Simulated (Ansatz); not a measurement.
## Abstraction of F: CHF3 + C4H5 → CHF2 + C4H5F

Species: CHF3 (trifluoromethane) `FC(F)F`, singlet; C4H5 (but-2-yn-1-yl radical) `[CH2]C#CC`, doublet; CHF2 (difluoromethyl radical) `F[CH]F`, doublet; C4H5F `CC#CCF`, singlet. A radical takes F: the energy is the difference in strength between two C–F bonds in different surroundings.

Shapes, held fixed at every level: PBE0-D4/def2-TZVP. Programs: Ansatz 0.2.0. Electronic energies: no zero-point or thermal term.

```tsv
level	kind	ΔE (kJ/mol)
HF/def2-TZVPP	Hartree–Fock	+127.0
SPW92/def2-TZVPP	LDA	+132.4
r2SCAN-D4/def2-TZVPP	meta-GGA	+131.5
B3LYP-D4/def2-TZVPP	global hybrid	+119.1
BHLYP-D4/def2-TZVPP	global hybrid	+122.4
r2SCAN0-D4/def2-TZVPP	global hybrid	+131.1
B2PLYP/def2-TZVPP	double hybrid	+114.9
```

B2PLYP/def2-TZVPP gives ΔE = +114.9 kJ/mol; the levels span +114.9 to +132.4. The median of the levels is +127.0. No measured value is set beside it here. Spin contamination: C4H5 (⟨S²⟩ up to 0.94). Open shells run unrestricted unless RO is named.
